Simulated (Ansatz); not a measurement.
**Response of HfC to small distortions**

```
CELL_PARAMETERS angstrom
0.00000 2.32500 2.32500
2.32500 0.00000 2.32500
2.32500 2.32500 0.00000
ATOMIC_POSITIONS crystal
Hf 0.50000 0.50000 0.50000
C 0.00000 0.00000 0.00000
```

Atom numbers follow the list: Hf1, C2.

The cell is COD entry 1539502, as deposited and not checked against the literature; nothing was relaxed.

No spin–orbit coupling, which matters for the heavy atoms here.

Level of theory: Ansatz 0.2.0, DFT, PBE, PAW with Ansatz's default frozen-core files, scalar-relativistic.

The runs use a Γ-centred 15×15×15 k mesh, Fermi–Dirac smearing of 0.05 eV, cutoff 420 eV, no spin polarisation.

The unchanged cell is at 0.20 GPa.

In a metal, stresses and small energies carry noise from the k mesh.

x, y and z are the Cartesian axes of the cell as listed; fractional coordinates follow a strain, and an engineering shear is twice the off-diagonal strain component.

Problem. One change gave: energy change +18.2 meV/atom; stress change (xx, yy, zz, yz, xz, xy) 0.17, 0.17, 0.17, -5.31, -5.31, -5.31 GPa, compression positive. Which change was it?
A. equal xy, yz and zx engineering shear strains of -2 %
B. equal xy, yz and zx engineering shear strains of +2 %
C. equal xy, yz and zx engineering shear strains of +3 %
D. equal xy, yz and zx engineering shear strains of -1 %
E. equal xy, yz and zx engineering shear strains of -3 %
F. equal xy, yz and zx engineering shear strains of +1 %

Solution. C. For equal xy, yz and zx engineering shear strains of -2 %: energy change +7.7 meV/atom; stress change (xx, yy, zz, yz, xz, xy) 0.07, 0.07, 0.07, 3.24, 3.24, 3.24 GPa, compression positive. For equal xy, yz and zx engineering shear strains of +1 %: energy change +2.0 meV/atom; stress change (xx, yy, zz, yz, xz, xy) 0.02, 0.02, 0.02, -1.70, -1.70, -1.70 GPa, compression positive. For equal xy, yz and zx engineering shear strains of -3 %: energy change +17.4 meV/atom; stress change (xx, yy, zz, yz, xz, xy) 0.16, 0.16, 0.16, 4.83, 4.83, 4.83 GPa, compression positive. For equal xy, yz and zx engineering shear strains of -1 %: energy change +1.9 meV/atom; stress change (xx, yy, zz, yz, xz, xy) 0.02, 0.02, 0.02, 1.64, 1.64, 1.64 GPa, compression positive. For equal xy, yz and zx engineering shear strains of +2 %: energy change +8.0 meV/atom; stress change (xx, yy, zz, yz, xz, xy) 0.08, 0.08, 0.08, -3.47, -3.47, -3.47 GPa, compression positive.
